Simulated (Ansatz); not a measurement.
# NaCl: the cost of one run

Program: Ansatz 0.2.0. Level of theory: DFT PBEsol, scalar-relativistic, plane waves, PAW. These are calculated values, not measurements.

### Step 1. The structure to begin with

It takes space group Pm-3m (No. 221, cubic). The conventional cell has a = 3.446 Å, b = 3.446 Å, c = 3.446 Å, α = 90.00°, β = 90.00°, γ = 90.00°. Around Na (site symmetry m-3m) lie 8 Cl at 2.98 Å. Around Cl (site symmetry m-3m) lie 8 Na at 2.98 Å.

Coordinates:

```xyz
2
Lattice="3.4465 0.0000 0.0000 0.0000 3.4465 0.0000 0.0000 0.0000 3.4465" Properties=species:S:1:pos:R:3 pbc="T T T"
Na    0.0000    0.0000    0.0000
Cl    1.7232    1.7232    1.7232
```

This cell comes from an earlier session at PBEsol: 20.469 Å³/atom at 0.01 GPa, on a 8×8×8 mesh.

### Step 2. Volume × 0.96

Contents of input.yaml:

```yaml
crystal:
  lattice:
    - [3.3999137513, 0.0, 0.0]
    - [0.0, 3.3999137513, 0.0]
    - [0.0, 0.0, 3.3999137513]
  atoms:
    - { symbol: Na, position: [0.0, 0.0, 0.0] }
    - { symbol: Cl, position: [0.5, 0.5, 0.5] }
basis:
  ecutwfc: 420
  ecutrho_ratio: 4
kpoints:
  mp_grid: { grid: [8, 8, 8] }
hamiltonian:
  xc: pbesol
scf:
  occupations: { method: gaussian, width: 0.05 }
output:
  forces: true
  stress: true
  eigenvalues: true
```

Launch:

```
$ ansatz run input.yaml --threads 1 --pin off --max-ram 2560MiB --backend cpu --events-out ev --progress --plain --runs-dir out
```

Q: Estimate wall time and peak memory on 1 thread of Arm Neoverse N1, shared host.

About 1.9 s, with a peak of 0.27 GiB.
